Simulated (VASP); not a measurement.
# AlCu (Pm-3m) in VASP: a series of runs

The runs below take AlCu through single point, relaxation of cell and atoms, with r2SCAN, PBEsol.

Program: VASP 6.6.1. These are calculated values, not measurements. Logs are shortened: lines on timing, memory, paths and dates and some standing lists are left out, and cuts for length are marked.

**1. Starting point**

The structure is cubic, space group Pm-3m (No. 221). Conventional cell: a = 2.998 Å, b = 2.998 Å, c = 2.998 Å, α = 90.00°, β = 90.00°, γ = 90.00°. Around Cu (site symmetry m-3m) lie 8 Al at 2.60 Å. Al (site symmetry m-3m) is surrounded by 8 Cu at 2.60 Å.

The cell comes from a database or a generator and needn't be the stable form of this composition.

**2. Single point, r2SCAN**

The input, INCAR:

```
PREC = Accurate
ENCUT = 460
EDIFF = 1E-6
ISMEAR = -1
SIGMA = 0.05
LREAL = False
LASPH = True
NELM = 100
ALGO = Normal
ISIF = 2
LWAVE = False
LCHARG = False
METAGGA = R2SCAN
LMIXTAU = True
ADDGRID = False
```

The input, KPOINTS:

```
Automatic mesh
0
Gamma
  16 16 16
```

The input, POSCAR:

```
AlCu
1.0
    2.9975090000      0.0000000000      0.0000000000
    0.0000000000      2.9975090000      0.0000000000
    0.0000000000      0.0000000000      2.9975090000
Cu Al
1 1
Direct
    0.5000000000      0.5000000000      0.5000000000
    0.0000000000      0.0000000000      0.0000000000
```

Potentials or basis: VASP PAW PBE potentials, release 64 (Cu, Al).

On the command line:

```
cat potpaw_PBE.64/Cu/POTCAR potpaw_PBE.64/Al/POTCAR > POTCAR
mpirun -np 1 vasp_std > vasp.out
```

OUTCAR:

```text
PREC = Accurate
   ENCUT = 460
   EDIFF = 1E-6
   ISMEAR = -1
   LREAL = False
   LASPH = True
   NELM = 100
   ISIF = 2
   METAGGA = R2SCAN

 Found    165 irreducible k-points:

 Following reciprocal coordinates:
            Coordinates               Weight
  0.000000  0.000000  0.000000      1.000000
  0.062500  0.000000  0.000000      6.000000
  0.125000  0.000000  0.000000      6.000000
  0.187500  0.000000  0.000000      6.000000
  0.250000  0.000000  0.000000      6.000000
  0.312500  0.000000  0.000000      6.000000
   k-points           NKPTS =    165   k-points in BZ     NKDIM =    165   number of bands    NBANDS=     11
   number of dos      NEDOS =    301   number of ions     NIONS =      2
   total plane-waves  NPLWV =  13824
   dimension x,y,z NGX =    24 NGY =   24 NGZ =   24
   dimension x,y,z NGXF=    48 NGYF=   48 NGZF=   48
   ions per type =               1   1
   NGX,Y,Z   is equivalent  to a cutoff of  13.31, 13.31, 13.31 a.u.
   NGXF,Y,Z  is equivalent  to a cutoff of  26.62, 26.62, 26.62 a.u.
 SYSTEM =  unknown system
   PREC   = accura    normal or accurate (medium, high low for compatibility)
   ISTART =      0    job   : 0-new  1-cont  2-samecut
   ICHARG =      2    charge: 1-file 2-atom 10-const
   ISPIN  =      1    spin polarized calculation?
   LNONCOLLINEAR =      F non collinear calculations
   LSORBIT =      F    spin-orbit coupling
   LASPH  =      T    aspherical Exc in radial PAW
   ENCUT  =  460.0 eV  33.81 Ry    5.81 a.u.   5.24  5.24  5.24*2*pi/ulx,y,z
   NELM   =    100;   NELMIN=  2; NELMDL= -5     # of ELM steps
   EDIFF  = 0.1E-05   stopping-criterion for ELM
   LREAL  =      F    real-space projection
   EDIFFG = 0.1E-04   stopping-criterion for IOM
   NSW    =      0    number of steps for IOM
   IBRION =     -1    ionic relax: 0-MD 1-quasi-New 2-CG
   NFREE  =      0    steps in history (QN), initial steepest desc. (CG)
   ISIF   =      2    stress and relaxation
   ISYM   =      2    0-nonsym 1-usesym 2-fastsym
   POTIM  = 0.5000    time-step for ionic-motion
   TEBEG  =    0.0;   TEEND  =   0.0 temperature during run
   PSTRESS=    0.0 pullay stress
   NELECT =      14.0000    total number of electrons
   NUPDOWN=      -1.0000    fix difference up-down
   EMIN   =  10.00;   EMAX   =-10.00  energy-range for DOS
   EFERMI =   0.00;   METHOD = LEGACY
   ISMEAR =    -1;   SIGMA  =   0.05  broadening in eV -4-tet -1-fermi 0-gaus
   EFERMI_NEDOS =   21; number of points for ismear=-14 and -15
   IALGO  =     38    algorithm
   IMIX   =      4    mixing-type and parameters
     AMIX     =   0.40;   BMIX     =  1.00
     AMIX_MAG =   1.60;   BMIX_MAG =  1.00
  volume/ion in A,a.u.               =      13.47        90.88
  Fermi-wavevector in a.u.,A,eV,Ry     =   1.316306  2.487459 23.574307  1.732663
  Thomas-Fermi vector in A             =   2.446428
   LORBIT       =      0    0 simple, 1 ext, 2 COOP (PROOUT), +10 PAW based schemes
   METAGGA = R2SCAN    functional components
   LHFCALC =     F    Hartree Fock is set to
   AEXX    =    0.0000 exact exchange contribution
   IVDW    =     0    specifies the selected vdW correction
   LEPSILON=     F    determine dielectric tensor
   LRPA    =     F    only Hartree local field effects (RPA)
 non-spin polarized calculation
  energy-cutoff  :      460.00
  volume of cell :       26.93
 maximum number of plane-waves:       624
 NGX is ok and might be reduce to    24
   NGX = 11   NGY = 11   NGZ = 11

 number of electron      14.0000020 magnetization

 Free energy of the ion-electron system (eV)
  ---------------------------------------------------
  ext. energy  EPLUGINS =         0.00000000
  ---------------------------------------------------
  free energy    TOTEN  =       -17.88801813 eV

  energy without entropy =      -17.88328800  energy(sigma->0) =      -17.88565307

 E-fermi :   9.0694     XC(G=0): -12.4254

 val. band max:        9.0489413422   @ k =   0.4375   0.4375   0.2500
 cond. band min:       9.0772065306   @ k =   0.3750   0.3750   0.1875
 fundamental gap:      0.0282651884
 Fermi energy:         9.0693732411

 k-point     1 :       0.0000    0.0000    0.0000
  band No.  band energies     occupation
      1      -3.0993      2.00000
      2       3.9049      2.00000
      3       3.9049      2.00000
      4       4.9959      2.00000
      5       4.9959      2.00000
      6       4.9959      2.00000
      7      13.1221      0.00000
      8      13.1221      0.00000
      9      13.1221      0.00000
     10      15.4816      0.00000
     11      15.4816      0.00000

 k-point     2 :       0.0625    0.0000    0.0000
  band No.  band energies     occupation
      1      -3.0296      2.00000
      2       3.9074      2.00000
      3       3.9154      2.00000
      4       4.9768      2.00000
      5       4.9768      2.00000
      6       4.9979      2.00000
      7      12.2177      0.00000
      8      13.2061      0.00000
      9      13.2061      0.00000
     10      15.5079      0.00000
     11      16.2779      0.00000

 k-point     3 :       0.1250    0.0000    0.0000
  band No.  band energies     occupation
      1      -2.8210      2.00000
      2       3.9074      2.00000
      3       3.9455      2.00000
      4       4.9235      2.00000
      5       4.9235      2.00000
      6       5.0039      2.00000
      7      10.7042      0.00000
      8      13.4545      0.00000
      9      13.4545      0.00000
     10      15.5863      0.00000
     11      17.3917      0.00000

 k-point     4 :       0.1875    0.0000    0.0000
  band No.  band energies     occupation
      1      -2.4753      2.00000
      2       3.8794      2.00000
      3       3.9909      2.00000
      4       4.8462      2.00000
      5       4.8462      2.00000
      6       5.0126      2.00000
      7       9.1936      0.15395
      8      13.8576      0.00000
      9      13.8576      0.00000
     10      15.7143      0.00000
     11      18.2175      0.00000

 k-point     5 :       0.2500    0.0000    0.0000
  band No.  band energies     occupation
      1      -1.9961      2.00000
      2       3.7669      2.00000
      3       4.0453      2.00000
      4       4.7586      2.00000
      5       4.7586      2.00000
      6       5.0230      2.00000
      7       7.8383      2.00000
      8      14.4025      0.00000
      9      14.4025      0.00000
     10      15.8854      0.00000
     11      18.8653      0.00000

 k-point     6 :       0.3125    0.0000    0.0000
  band No.  band energies     occupation
      1      -1.3885      2.00000
      2       3.4648      2.00000
      3       4.1000      2.00000
      4       4.6744      2.00000
      5       4.6744      2.00000
      6       5.0333      2.00000
      7       6.7683      2.00000
      8      15.0763      0.00000
      9      15.0763      0.00000
     10      16.0848      0.00000
     11      19.4909      0.00000

 [... further k-points ...]

------------------------ aborting loop because EDIFF is reached ----------------------------------------

  FORCE on cell =-STRESS in cart. coord.  units (eV):
  Direction    XX          YY          ZZ          XY          YZ          ZX
  --------------------------------------------------------------------------------------
  -------------------------------------------------------------------------------------
  Total       -0.8442816     -0.8442816     -0.8442816      0.0000000      0.0000000     -0.0000000
  in kB      -50.2245944    -50.2245944    -50.2245944      0.0000000      0.0000000     -0.0000000
  external PRESSURE =     -50.2245944 kB  Pullay stress =       0.0000000 kB

 VOLUME and BASIS-vectors are now :
 -----------------------------------------------------------------------------
  energy-cutoff  :      460.00
  volume of cell :       26.93
      direct lattice vectors                 reciprocal lattice vectors
     2.997509000  0.000000000  0.000000000     0.333610341  0.000000000  0.000000000
     0.000000000  2.997509000  0.000000000     0.000000000  0.333610341  0.000000000
     0.000000000  0.000000000  2.997509000     0.000000000  0.000000000  0.333610341

 POSITION                                       TOTAL-FORCE (eV/Angst)
 -----------------------------------------------------------------------------------
      1.49875      1.49875      1.49875         0.000000      0.000000      0.000000
      0.00000      0.00000      0.00000         0.000000      0.000000      0.000000
 -----------------------------------------------------------------------------------
    total drift:                                0.000000      0.000000     -0.000000

  FREE ENERGIE OF THE ION-ELECTRON SYSTEM (eV)
  ---------------------------------------------------
  free  energy   TOTEN  =       -17.8880181335 eV

  energy  without entropy=      -17.8832880000  energy(sigma->0) =      -17.88565307
```

Wall time 68 s (1 thread of Intel Xeon 6975P-C (Granite Rapids), shared host); peak memory 0.16 GiB.

The run converged, but some of its settings lie outside the range that counts as converged, so its numbers aren't taken as properties of the crystal.

What came out:

```yaml
Free_energy: -17.8880 eV
Pressure: -5.0 GPa
Band_gap_on_the_k_mesh: none (metal or under the smearing width)
```

Caveat: the PAW data sets were made with another functional, which shifts forces and pressure a little.

**3. Single point, r2SCAN**

Changes to INCAR since step 2:

```diff
@@ -4,3 +4,3 @@
 ISMEAR = -1
-SIGMA = 0.05
+SIGMA = 0.02
 LREAL = False
```

KPOINTS is that of step 2.

POSCAR is that of step 2.

Potentials or basis: VASP PAW PBE potentials, release 64 (Cu, Al).

On the command line:

```
cat potpaw_PBE.64/Cu/POTCAR potpaw_PBE.64/Al/POTCAR > POTCAR
mpirun -np 1 vasp_std > vasp.out
```

Run time: 67 s. Hardware: 1 thread of Intel Xeon 6975P-C (Granite Rapids), shared host; peak memory 0.17 GiB.

These settings aren't checked as converged: the numbers below hold their error.

Results:

| Property | Result |
| --- | --- |
| Free energy | -17.8860 eV |
| Pressure | -5.0 GPa |
| Band gap on the k mesh | none (metal or under the smearing width) |

Caveat: the PAW data sets were made with another functional, which shifts forces and pressure a little.

(Part 1 of 2 ends here.)
